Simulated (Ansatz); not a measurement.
# SiNi2: do energies and stresses tell the same story?

Level of theory: Ansatz 0.2.0, DFT PBE, scalar-relativistic, plane waves, PAW.

Cutoff 420 eV; k points 8×10×6 on the computed 12-atom cell (Γ-centred); Gaussian smearing, width 0.10 eV; no spin polarisation.

Relaxed cell: Pnma, a = 5.022 Å, b = 3.730 Å, c = 7.077 Å, α = 90.00°, β = 90.00°, γ = 90.00°, 12 atoms in the primitive cell. Whether it is the stable form of this composition wasn't checked.

Energies at zero smearing and pressures from the stress tensor, at volumes with shape and atoms relaxed:
```json
{"V (Å³/atom)": "9.721", "E − E(first) (meV/atom)": "0.00", "P (GPa)": "33.08"}
{"V (Å³/atom)": "10.052", "E − E(first) (meV/atom)": "-57.03", "P (GPa)": "22.43"}
{"V (Å³/atom)": "10.384", "E − E(first) (meV/atom)": "-93.93", "P (GPa)": "13.54"}
{"V (Å³/atom)": "10.715", "E − E(first) (meV/atom)": "-114.06", "P (GPa)": "6.14"}
{"V (Å³/atom)": "11.046", "E − E(first) (meV/atom)": "-120.27", "P (GPa)": "0.01"}
{"V (Å³/atom)": "11.378", "E − E(first) (meV/atom)": "-114.80", "P (GPa)": "-5.11"}
{"V (Å³/atom)": "11.709", "E − E(first) (meV/atom)": "-99.63", "P (GPa)": "-9.32"}
{"V (Å³/atom)": "12.151", "E − E(first) (meV/atom)": "-69.14", "P (GPa)": "-12.64"}
```

Q: Check P = −dE/dV between neighbouring volumes, and get the bulk modulus from the pressures alone.

A: With 1 eV/Å³ = 160.2 GPa:
```tsv
middle V (Å³/atom)	−ΔE/ΔV (GPa)	mean P (GPa)
9.887	27.574	27.756
10.218	17.838	17.987
10.549	9.732	9.837
10.881	3.000	3.073
11.212	-2.643	-2.550
11.543	-7.335	-7.213
11.930	-11.056	-10.978
```

The two differ by 0.18 GPa at most. The mean of two end pressures misses the average over a step by about ΔV² P″/12, up to 0.20 GPa here; with that taken off 0.12 GPa remains, from the smearing term (the stress is the derivative of the free energy), the finite cutoff, the mesh or the relaxation's tolerance. Around V = 11.046 Å³/atom, the two neighbours give B = −V ΔP/ΔV = 11.046 × 11.24 / 0.663 = 187.4 GPa, against B0 = 182.7 GPa from the Birch–Murnaghan fit of the energies.

A ferromagnetic start lost its moments in a first run, so spin was left out; other magnetic orders weren't tried.

Energies and stresses tell the same story: both place equilibrium at essentially the same volume, and the mean pressure lies slightly above the energy slope in every interval, as expected for a convex pressure curve. Resistance to compression grows as the volume shrinks because overlap between filled shells and the kinetic energy of the electrons rise steeply, while expansion weakens the Ni d–Si p bonding and the metallic cohesion.

The last expansion step stands out. Between 11.709 and 12.151 Å³/atom the pressure curve flattens much more than the preceding steps would suggest, and the energy difference follows it. An error in the stress alone is therefore unlikely; the atoms or the cell shape have probably relaxed into a softer arrangement. If that point entered the Birch–Murnaghan fit, it may contribute to the gap between 182.7 and 187.4 GPa, along with the finite volume step in the latter. The agreement supports the equation of state near equilibrium, but it can't show whether the strongly expanded cell still belongs to the same structural branch.
